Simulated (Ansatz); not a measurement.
# A series in volume per atom on CdO

Results calculated with Ansatz 0.2.0, not measured. Periodic Kohn-Sham DFT of a crystal at fixed atoms; pressure and stress are positive in compression; the energy is the free energy less that of spherical unpolarised free atoms; site moments are those in the method's own spheres, positive along +z.

Cell of the first row (space group Fm-3m, No. 225):
```
cell vectors (Å)
   0.0000     2.3210     2.3210
   2.3210     0.0000     2.3210
   2.3210     2.3210     0.0000
atoms (fractions of the cell vectors)
Cd  0.00000  0.00000  0.00000
O   0.50000  0.50000  0.50000
```

Settings of every row: method all-electron LAPW; functional PBE; relativity scalar; k mesh 13x13x13; filling fermi-dirac; smearing width 0.05 eV; basis error target 0.25 meV/atom; nucleus gaussian.

Atom start moment: 0 on all atoms.

| row | volume per atom (Å³) | energy less free atoms (eV/atom) | pressure (GPa) |
| --- | --- | --- | --- |
| 1 | 12.503 | -3.8517 | 12.222 |
| 2 | 12.832 | -3.8721 | 7.762 |
| 3 | 13.161 | -3.884 | 3.89 |
| 4 | 13.49 | -3.8884 | 0.528 |
| 5 | 13.819 | ? | ? |

Question: what energy less free atoms and pressure should row 5 give?

Worked fit of energy less free atoms. Take u = (V_r/V)^(2/3) − 1 with V_r = 12.997 Å³ an atom, which is twice the finite (Eulerian) strain; such expansions in the strain, on which the Birch-Murnaghan equation of state is built, carry the rest volume and the bulk modulus. The shown rows have u = 0.02617, 0.00855, -0.00832, -0.02451. Least squares give energy less free atoms = −3.87906 + 0.7024 × u + 13.116 × u² eV/atom; a straight line predicts inner rows, each left out in turn, worse (root mean square 0.0053 against 1.9e-08 eV/atom). All shown rows lie on it to the printed digit. The withheld row has u = -0.04006, so the fit gives −3.87906 + 0.7024 × (-0.04006) + 13.116 × (-0.04006)² = -3.8861 eV/atom.

The calculation gave -3.8864 eV/atom. The fit lies 0.0003 eV/atom (0.82 % of the column's range) above it; its largest miss of a shown row is 0.0000 eV/atom. This row lies beyond the range of the fit.

Worked fit of pressure. Take u = (V_r/V)^(2/3) − 1 with V_r = 12.997 Å³ an atom, which is twice the finite (Eulerian) strain; such expansions in the strain, on which the Birch-Murnaghan equation of state is built, carry the rest volume and the bulk modulus. The shown rows have u = 0.02617, 0.00855, -0.00832, -0.02451. Least squares give pressure = 5.7516 + 229.598 × u + 673.36 × u² GPa; a straight line predicts inner rows, each left out in turn, worse (root mean square 0.27 against 0.0044 GPa). The rows lie off it by 0.001, -0.002, 0.002, -0.001. The withheld row has u = -0.04006, so the fit gives 5.7516 + 229.598 × (-0.04006) + 673.36 × (-0.04006)² = -2.365 GPa.

The calculation gave -2.393 GPa. The fit lies 0.028 GPa (1.2 % of the value, 0.19 % of the column's range) above it; its largest miss of a shown row is 0.002 GPa. This row lies beyond the range of the fit.
